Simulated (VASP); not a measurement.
# ZrH (I-4m2) in VASP: notebook

Runs on ZrH. Level: r2SCAN. Tasks: single point.

Everything below comes from runs of VASP 6.6.1. Logs are shortened: lines on timing, memory, paths and dates and some standing lists are left out, and cuts for length are marked.

**1. The structure**

Symmetry: I-4m2, No. 119, tetragonal system. Conventional cell: a = 3.288 Å, b = 3.288 Å, c = 5.009 Å, α = 90.00°, β = 90.00°, γ = 90.00°. Zr (site symmetry -4m2) is surrounded by 4 H at 2.07 Å. H (site symmetry -4m2) is surrounded by 4 Zr at 2.07 Å.

The cell comes from a database or a generator and needn't be the stable form of this composition.

**2. Single point, r2SCAN**

The input, INCAR:

```
SYSTEM = ZrH
PREC = Accurate
ENCUT = 350
EDIFF = 1E-6
ISMEAR = 0
SIGMA = 0.05
LREAL = .FALSE.
LASPH = .TRUE.
NELM = 100
ALGO = Normal
ISIF = 2
LWAVE = .FALSE.
LCHARG = .FALSE.
METAGGA = R2SCAN
LMIXTAU = .TRUE.
NBANDS = 14
ADDGRID = .FALSE.
```

The input, KPOINTS:

```
Automatic mesh
0
G
  6 6 6
  0 0 0
```

The input, POSCAR:

```
ZrH
1.0
   -1.6439080000      1.6439080000      2.5043990000
    1.6439080000     -1.6439080000      2.5043990000
    1.6439080000      1.6439080000     -2.5043990000
Zr H
1 1
Direct
    0.0000000000      0.0000000000      0.0000000000
    0.7500000000      0.2500000000      0.5000000000
```

Potentials or basis: VASP PAW PBE potentials, release 64 (Zr_sv, H_s).

On the command line:

```bash
> cat potpaw_PBE.64/Zr_sv/POTCAR potpaw_PBE.64/H_s/POTCAR > POTCAR
> mpirun -np 1 vasp_std > vasp.out
```

OUTCAR:

```text
SYSTEM = ZrH
   PREC = Accurate
   ENCUT = 350
   EDIFF = 1E-6
   ISMEAR = 0
   LREAL = .FALSE.
   LASPH = .TRUE.
   NELM = 100
   ISIF = 2
   METAGGA = R2SCAN

 Found     30 irreducible k-points:

 Following reciprocal coordinates:
            Coordinates               Weight
  0.000000  0.000000  0.000000      1.000000
  0.166667  0.000000  0.000000      8.000000
  0.333333  0.000000  0.000000      8.000000
  0.500000  0.000000 -0.000000      4.000000
  0.166667  0.166667 -0.000000      8.000000
  0.333333  0.166667  0.000000     16.000000
   k-points           NKPTS =     30   k-points in BZ     NKDIM =     30   number of bands    NBANDS=     14
   number of dos      NEDOS =    301   number of ions     NIONS =      2
   total plane-waves  NPLWV =  13824
   dimension x,y,z NGX =    24 NGY =   24 NGZ =   24
   dimension x,y,z NGXF=    48 NGYF=   48 NGZF=   48
   ions per type =               1   1
   NGX,Y,Z   is equivalent  to a cutoff of  11.68, 11.68, 11.68 a.u.
   NGXF,Y,Z  is equivalent  to a cutoff of  23.35, 23.35, 23.35 a.u.
 SYSTEM =  ZrH
   PREC   = accura    normal or accurate (medium, high low for compatibility)
   ISTART =      0    job   : 0-new  1-cont  2-samecut
   ICHARG =      2    charge: 1-file 2-atom 10-const
   ISPIN  =      1    spin polarized calculation?
   LNONCOLLINEAR =      F non collinear calculations
   LSORBIT =      F    spin-orbit coupling
   LASPH  =      T    aspherical Exc in radial PAW
   ENCUT  =  350.0 eV  25.72 Ry    5.07 a.u.   5.21  5.21  5.21*2*pi/ulx,y,z
   NELM   =    100;   NELMIN=  2; NELMDL= -5     # of ELM steps
   EDIFF  = 0.1E-05   stopping-criterion for ELM
   LREAL  =      F    real-space projection
   EDIFFG = 0.1E-04   stopping-criterion for IOM
   NSW    =      0    number of steps for IOM
   IBRION =     -1    ionic relax: 0-MD 1-quasi-New 2-CG
   NFREE  =      0    steps in history (QN), initial steepest desc. (CG)
   ISIF   =      2    stress and relaxation
   ISYM   =      2    0-nonsym 1-usesym 2-fastsym
   POTIM  = 0.5000    time-step for ionic-motion
   TEBEG  =    0.0;   TEEND  =   0.0 temperature during run
   PSTRESS=    0.0 pullay stress
   NELECT =      13.0000    total number of electrons
   NUPDOWN=      -1.0000    fix difference up-down
   EMIN   =  10.00;   EMAX   =-10.00  energy-range for DOS
   EFERMI =   0.00;   METHOD = LEGACY
   ISMEAR =     0;   SIGMA  =   0.05  broadening in eV -4-tet -1-fermi 0-gaus
   EFERMI_NEDOS =   21; number of points for ismear=-14 and -15
   IALGO  =     38    algorithm
   IMIX   =      4    mixing-type and parameters
     AMIX     =   0.40;   BMIX     =  1.00
     AMIX_MAG =   1.60;   BMIX_MAG =  1.00
  volume/ion in A,a.u.               =      13.54        91.35
  Fermi-wavevector in a.u.,A,eV,Ry     =   1.281985  2.422601 22.360995  1.643487
  Thomas-Fermi vector in A             =   2.414323
   LORBIT       =      0    0 simple, 1 ext, 2 COOP (PROOUT), +10 PAW based schemes
   METAGGA = R2SCAN    functional components
   LHFCALC =     F    Hartree Fock is set to
   AEXX    =    0.0000 exact exchange contribution
   IVDW    =     0    specifies the selected vdW correction
   LEPSILON=     F    determine dielectric tensor
   LRPA    =     F    only Hartree local field effects (RPA)
 non-spin polarized calculation
 Gauss-broadening in eV      SIGMA  =   0.05
  energy-cutoff  :      350.00
  volume of cell :       27.07
 maximum number of plane-waves:       412
 NGX is ok and might be reduce to    24
   NGX = 11   NGY = 11   NGZ = 11

 number of electron      12.9999999 magnetization

 Free energy of the ion-electron system (eV)
  ---------------------------------------------------
  ext. energy  EPLUGINS =         0.00000000
  ---------------------------------------------------
  free energy    TOTEN  =       -26.97262354 eV

  energy without entropy =      -26.96929681  energy(sigma->0) =      -26.97096017

 E-fermi :   7.7622     XC(G=0): -11.6643

 val. band max:        7.7614259135   @ k =   0.3333   0.1667   0.0000
 cond. band min:       7.8072782749   @ k =   0.5000   0.1667   0.0000
 fundamental gap:      0.0458523614
 Fermi energy:         7.7621922197

 k-point     1 :       0.0000    0.0000    0.0000
  band No.  band energies     occupation
      1     -42.8910      2.00000
      2     -19.8910      2.00000
      3     -19.8675      2.00000
      4     -19.8675      2.00000
      5      -0.5982      2.00000
      6       7.9835      0.00000
      7       8.6941      0.00000
      8       8.6941      0.00000
      9      10.2719      0.00000
     10      11.3827      0.00000
     11      11.7233      0.00000
     12      20.7341      0.00000
     13      22.4760      0.00000
     14      22.4760      0.00000

 k-point     2 :       0.1667    0.0000    0.0000
  band No.  band energies     occupation
      1     -42.8696      2.00000
      2     -20.0537      2.00000
      3     -19.9137      2.00000
      4     -19.8813      2.00000
      5      -0.0157      2.00000
      6       7.1397      2.00000
      7       8.4647      0.00000
      8       9.0130      0.00000
      9      10.2824      0.00000
     10      11.0450      0.00000
     11      13.6369      0.00000
     12      19.7473      0.00000
     13      22.5888      0.00000
     14      23.8990      0.00000

 k-point     3 :       0.3333    0.0000    0.0000
  band No.  band energies     occupation
      1     -42.8262      2.00000
      2     -20.3963      2.00000
      3     -19.9718      2.00000
      4     -19.9081      2.00000
      5       1.0026      2.00000
      6       6.5834      2.00000
      7       8.2966      0.00000
      8       9.0841      0.00000
      9      11.3504      0.00000
     10      11.4041      0.00000
     11      14.7963      0.00000
     12      17.8467      0.00000
     13      23.0300      0.00000
     14      23.7111      0.00000

 k-point     4 :       0.5000    0.0000   -0.0000
  band No.  band energies     occupation
      1     -42.8044      2.00000
      2     -20.5608      2.00000
      3     -20.0003      2.00000
      4     -19.9215      2.00000
      5       1.3286      2.00000
      6       7.1046      2.00000
      7       8.0729      0.00000
      8       8.8666      0.00000
      9      12.1387      0.00000
     10      12.4464      0.00000
     11      14.5394      0.00000
     12      15.9896      0.00000
     13      21.1785      0.00000
     14      21.8326      0.00000

 k-point     5 :       0.1667    0.1667   -0.0000
  band No.  band energies     occupation
      1     -42.8420      2.00000
      2     -20.1986      2.00000
      3     -20.0044      2.00000
      4     -19.9255      2.00000
      5       0.7281      2.00000
      6       6.4858      2.00000
      7       8.5237      0.00000
      8       9.1991      0.00000
      9       9.8383      0.00000
     10      11.6318      0.00000
     11      15.4134      0.00000
     12      19.6307      0.00000
     13      21.5591      0.00000
     14      22.4466      0.00000

 k-point     6 :       0.3333    0.1667    0.0000
  band No.  band energies     occupation
      1     -42.8047      2.00000
      2     -20.4261      2.00000
      3     -20.0807      2.00000
      4     -19.9797      2.00000
      5       1.5014      2.00000
      6       6.7083      2.00000
      7       7.7614      1.01729
      8       9.0438      0.00000
      9      11.0215      0.00000
     10      12.8176      0.00000
     11      15.9347      0.00000
     12      17.1392      0.00000
     13      20.1617      0.00000
     14      22.9668      0.00000

 [... further k-points ...]

------------------------ aborting loop because EDIFF is reached ----------------------------------------

  FORCE on cell =-STRESS in cart. coord.  units (eV):
  Direction    XX          YY          ZZ          XY          YZ          ZX
  --------------------------------------------------------------------------------------
  -------------------------------------------------------------------------------------
  Total       -0.3201060     -0.3201060     -0.3923726      0.0000000     -0.0000000      0.0000000
  in kB      -18.9446195    -18.9446195    -23.2215254      0.0000000     -0.0000000      0.0000000
  external PRESSURE =     -20.3702548 kB  Pullay stress =       0.0000000 kB

 VOLUME and BASIS-vectors are now :
 -----------------------------------------------------------------------------
  energy-cutoff  :      350.00
  volume of cell :       27.07
      direct lattice vectors                 reciprocal lattice vectors
    -1.643908000  1.643908000  2.504399000     0.000000000  0.304153274  0.199648698
     1.643908000 -1.643908000  2.504399000     0.304153274  0.000000000  0.199648698
     1.643908000  1.643908000 -2.504399000     0.304153274  0.304153274  0.000000000

 POSITION                                       TOTAL-FORCE (eV/Angst)
 -----------------------------------------------------------------------------------
      0.00000      0.00000      0.00000         0.000000      0.000000      0.000000
     -0.00000      1.64391      1.25220        -0.000000     -0.000000     -0.000000
 -----------------------------------------------------------------------------------
    total drift:                                0.000000     -0.000000      0.000000

  FREE ENERGIE OF THE ION-ELECTRON SYSTEM (eV)
  ---------------------------------------------------
  free  energy   TOTEN  =       -26.9726235361 eV

  energy  without entropy=      -26.9692968111  energy(sigma->0) =      -26.97096017
```

Wall time 18 s (1 thread of Intel Xeon 6975P-C (Granite Rapids), shared host); peak memory 0.14 GiB.

The run converged, but some of its settings lie outside the range that counts as converged, so its numbers aren't taken as properties of the crystal.

What came out:

- Free energy: -26.9726 eV
- Pressure: -2.0 GPa
- Band gap on the k mesh: none (metal or under the smearing width)

Caveat: the k mesh is coarse (spacing up to 0.45 Å⁻¹), so the values aren't converged; the PAW data sets were made with another functional, which shifts forces and pressure a little.

**3. Single point, r2SCAN**

INCAR, as its differences from that of step 2:

```diff
@@ -2,3 +2,3 @@
 PREC = Accurate
-ENCUT = 350
+ENCUT = 400
 EDIFF = 1E-6
```

KPOINTS is that of step 2.

POSCAR is that of step 2.

Potentials or basis: VASP PAW PBE potentials, release 64 (Zr_sv, H_s).

On the command line:

```bash
> cat potpaw_PBE.64/Zr_sv/POTCAR potpaw_PBE.64/H_s/POTCAR > POTCAR
> mpirun -np 1 vasp_std > vasp.out
```

OUTCAR:

```text
SYSTEM = ZrH
   PREC = Accurate
   ENCUT = 400
   EDIFF = 1E-6
   ISMEAR = 0
   LREAL = .FALSE.
   LASPH = .TRUE.
   NELM = 100
   ISIF = 2
   METAGGA = R2SCAN

 Found     30 irreducible k-points:

 Following reciprocal coordinates:
            Coordinates               Weight
  0.000000  0.000000  0.000000      1.000000
  0.166667  0.000000  0.000000      8.000000
  0.333333  0.000000  0.000000      8.000000
  0.500000  0.000000 -0.000000      4.000000
  0.166667  0.166667 -0.000000      8.000000
  0.333333  0.166667  0.000000     16.000000
   k-points           NKPTS =     30   k-points in BZ     NKDIM =     30   number of bands    NBANDS=     14
[... 179 lines left out ...]

  FORCE on cell =-STRESS in cart. coord.  units (eV):
  Direction    XX          YY          ZZ          XY          YZ          ZX
  --------------------------------------------------------------------------------------
  -------------------------------------------------------------------------------------
  Total       -0.2297901     -0.2297901     -0.3041475      0.0000000      0.0000000      0.0000000
  in kB      -13.5995119    -13.5995119    -18.0001568      0.0000000      0.0000000      0.0000000
  external PRESSURE =     -15.0663935 kB  Pullay stress =       0.0000000 kB

 VOLUME and BASIS-vectors are now :
 -----------------------------------------------------------------------------
  energy-cutoff  :      400.00
  volume of cell :       27.07
      direct lattice vectors                 reciprocal lattice vectors
    -1.643908000  1.643908000  2.504399000     0.000000000  0.304153274  0.199648698
     1.643908000 -1.643908000  2.504399000     0.304153274  0.000000000  0.199648698
     1.643908000  1.643908000 -2.504399000     0.304153274  0.304153274  0.000000000

 POSITION                                       TOTAL-FORCE (eV/Angst)
 -----------------------------------------------------------------------------------
      0.00000      0.00000      0.00000         0.000000     -0.000000     -0.000000
     -0.00000      1.64391      1.25220        -0.000000      0.000000      0.000000
 -----------------------------------------------------------------------------------
    total drift:                                0.000000     -0.000000      0.000000

  FREE ENERGIE OF THE ION-ELECTRON SYSTEM (eV)
  ---------------------------------------------------
  free  energy   TOTEN  =       -26.9746975748 eV

  energy  without entropy=      -26.9713677514  energy(sigma->0) =      -26.97303266
```

Wall time 19 s (1 thread of Intel Xeon 6975P-C (Granite Rapids), shared host); peak memory 0.14 GiB.

These settings aren't checked as converged: the numbers below hold their error.

What came out:

| Quantity | Value |
| --- | --- |
| Free energy | -26.9747 eV |
| Pressure | -1.5 GPa |
| Band gap on the k mesh | none (metal or under the smearing width) |

Caveat: the k mesh is coarse (spacing up to 0.45 Å⁻¹), so the values aren't converged; the PAW data sets were made with another functional, which shifts forces and pressure a little.
